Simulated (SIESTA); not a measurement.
**CdO (Monteponite) under changes of volume**

One of the cells (13.229 Å³/atom); the others are scaled copies at fixed shape and fractional positions:

```
Cd O
1.0
     0.00000    2.36506    2.36506
     2.36506    0.00000    2.36506
     2.36506    2.36506    0.00000
Cd O
1 1
Direct
  0.00000 0.00000 0.00000
  0.50000 0.50000 0.50000
```

| Quantity | Value |
| --- | --- |
| Program | SIESTA 5.4.2 |
| Functional | PBEsol |
| Potentials or basis | PseudoDojo 0.4 standard (PBEsol files) |
| Basis | DZP (energy shift 0.003 Ry; two zetas on semicore shells) |
| Grid cutoff | 800 Ry |
| Energy shift | 0.003 Ry |
| k mesh | 10 × 10 × 10 |
| Occupations | fermi-dirac, width 0.05 eV |
| Spin | no spin polarisation |

```tsv
volume (Å³/atom)	energy over the lowest point (meV/atom)	pressure (GPa)
12.191	22.71	10.9
12.451	?	?
12.710	0.44	3.3
13.229	0.00	-2.8
13.488	6.65	-5.4
13.748	17.24	-7.7
```

Problem. What does the run at 12.451 Å³/atom give?

Solution. Energy over the lowest point 8.48 meV/atom; pressure 6.8 GPa.

Worked out: A Birch-Murnaghan fit of order 3 (a polynomial in V^(-2/3)) to the other rows has its minimum at 12.98 Å³/atom with B0 = V·E''(V) = 151 GPa and B' = 4.3. It gives 8.52 meV/atom at 12.451 Å³/atom, against the run's 8.48, and -dE/dV = 6.8 GPa, against 6.8.

Energies are extrapolated to zero smearing.

Caveats: the basis of atomic orbitals isn't converged, which shifts pressures, moduli and gaps.
